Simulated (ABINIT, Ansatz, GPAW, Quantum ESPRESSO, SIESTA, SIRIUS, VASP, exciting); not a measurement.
One calculation of Si2Mo, 10 ways

```
Mo Si
1.0
    -1.60000    1.60000    3.93050
     1.60000   -1.60000    3.93050
     1.60000    1.60000   -3.93050
Mo Si
1 2
Direct
  0.00000 0.00000 0.00000
  0.66700 0.66700 0.00000
  0.33300 0.33300 0.00000
```

Alike in all runs: task single point; functional PBEsol; k mesh 12 × 12 × 12; occupations fermi-dirac, width 0.05 eV; no spin polarisation; no spin-orbit coupling. Pressure is positive in compression and, in plane waves, holds the error of the finite cutoff, which Ansatz's Pulay term estimates and takes out.

```tsv
program and potentials	plane-wave cutoff (eV)	notes	band gap (eV)	pressure (GPa)	largest force (eV/Å)
Ansatz, Ansatz PAW	420	potentials made for PBE, which Ansatz adapts in part; Pulay term of +0.03 GPa included	no gap	-2.74	0.327
SIRIUS, PseudoDojo 0.4.1 PBEsol standard (scalar relativistic)	1102	-	no gap	-2.69	0.323
VASP, PBE PAW files Mo_sv, Si, 520 eV	520	potentials made for PBE	?	?	?
ABINIT, PseudoDojo NC SR PBEsol v0.4.1 standard	1088	-	no gap	-2.70	0.323
Ansatz, all-electron LAPW, scalar-relativistic	-	-	no gap	-2.70	0.326
SIESTA, files PseudoDojo sr-pbesol-0.4.1-standard, DZP (energy shift 0.003 Ry; two zetas on semicore shells)	-	atomic basis	no gap	-1.29	0.285
exciting, all-electron LAPW+lo, shipped species files, valence relativity iora*	-	-	no gap	-	0.329
GPAW, PAW data sets generated for this functional	600	-	no gap	-2.12	0.313
SIRIUS, all-electron FP-LAPW, apw+lo standard	-	-	no gap	-	0.327
Quantum ESPRESSO, GBRV 1.5 PBEsol	612	-	no gap	-3.07	0.327
```

**Question.** Estimate from the other rows what the run with VASP, PBE PAW files Mo_sv, Si, 520 eV gave.

**Answer.** No band gap; pressure -2.37 GPa; largest force 0.322 eV/Å. The other rows, which needn't bracket it: pressure -3.07 to -1.29; largest force 0.285 to 0.329.
